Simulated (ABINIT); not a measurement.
Input of an ABINIT 10.8.3 (patched build) run:

run.abi

```
ndtset 2

pp_dirpath "./"
pseudos "Al.GGA_PBE-JTH.xml, O.GGA_PBE-JTH.xml"

acell 5.1302230849 5.1302230849 5.130223085 Angstrom
rprim
     0.4639661786     0.2678709981     0.8443817345
    -0.4639661786     0.2678709981     0.8443817345
     0.0000000000    -0.5357419962     0.8443817345
ntypat 2
znucl 13 8
natom 10
typat 1 1 1 1 2 2 2 2 2 2
xred
     0.8521600000     0.8521600000     0.8521600000
     0.6478400000     0.6478400000     0.6478400000
     0.1478400000     0.1478400000     0.1478400000
     0.3521600000     0.3521600000     0.3521600000
     0.0566800000     0.7500000000     0.4433200000
     0.7500000000     0.4433200000     0.0566800000
     0.4433200000     0.0566800000     0.7500000000
     0.9433200000     0.2500000000     0.5566800000
     0.2500000000     0.5566800000     0.9433200000
     0.5566800000     0.9433200000     0.2500000000

ecut 625.861884 eV
pawecutdg 45.0
pawxcdev 0

ixc -116133

occopt 3
tsmear 0.00183747

nstep 100

iomode 3
prtwf 0
prteig 0
prtebands 0
prtden1 1
prtvha1 1
prtvclmb1 1
prtpot1 1

kptopt1 1
ngkpt1 7 7 7
nshiftk1 1
shiftk1 0.0 0.0 0.0
nband1 30
tolvrs1 1.0e-9

iscf2 -2
getden2 1
nband2 36
nbdbuf2 4
tolwfr2 1.0e-11
kptopt2 -2
ndivsm2 6
prteig2 1
prtvol2 -3
kptbounds2
     0.0000000000     0.0000000000     0.0000000000
     0.5000000000     0.0000000000     0.0000000000
     0.5000000000     0.2337604794    -0.2337604794
```

Potentials or basis: JTH PAW PBE v2.0.

Command:

```sh
$ abinit run.abi > log 2>&1
```

(1) What does it give for the band gap on the k mesh?

(2) Estimate the pressure.

## Answers

(1) 6.10 eV, direct.

(2) 2.8 GPa.

Caveat: the PAW data sets were made with another functional, which shifts forces and pressure a little.

**What was measured.**

From “Multi-petahertz electron interference in Cr:Al2O3 solid-state material”, 2018, pmc:5906618, for a bulk crystal of Al2O3: band gap 8.7 eV (optical).

A measured gap of Al2O3 is 8.7 eV (optical; quoted in “Multi-petahertz electron interference in Cr:Al2O3 solid-state material”, 2018, pmc:5906618); the calculated 6.10 eV misses it by -2.60 eV. The value is that of PBEsol, without temperature or zero-point motion. Semilocal functionals fall short of measured gaps as a rule.
